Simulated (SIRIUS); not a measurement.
# Pt under changes of volume

One of the cells (16.222 Å³/atom); the others are scaled copies at fixed shape and fractional positions:

```
CELL_PARAMETERS angstrom
-1.59471 1.59471 1.59471
1.59471 -1.59471 1.59471
1.59471 1.59471 -1.59471
ATOMIC_POSITIONS crystal
Pt 0.00000 0.00000 0.00000
```

This isn't the form of Pt at room conditions, which is fcc.

- Program: SIRIUS 7.10.0
- Functional: PBE
- Potentials or basis: PseudoDojo 0.4.1 PBE standard (scalar relativistic)
- Cutoff: 1152 eV
- Density cutoff: 4606 eV
- k mesh: 12 × 12 × 12
- Occupations: fermi-dirac, width 0.05 eV
- Spin: no spin polarisation

| volume (Å³/atom) | energy over the lowest point (meV/atom) | pressure (GPa) |
| --- | --- | --- |
| 14.950 | ? | ? |
| 15.268 | 11.59 | 8.7 |
| 15.586 | 0.00 | 3.1 |
| 16.222 | 6.93 | -6.1 |
| 16.540 | 23.06 | -9.9 |
| 16.858 | 46.25 | -13.3 |

What does the run at 14.950 Å³/atom give?

Energy over the lowest point 35.08 meV/atom; pressure 15.1 GPa.

Worked out: A Birch-Murnaghan fit of order 3 (a polynomial in V^(-2/3)) to the other rows has its minimum at 15.78 Å³/atom with B0 = V·E''(V) = 241 GPa and B' = 5.5. It gives 35.10 meV/atom at 14.950 Å³/atom, against the run's 35.08, and -dE/dV = 15.1 GPa, against 15.1.

Energies are extrapolated to zero smearing.
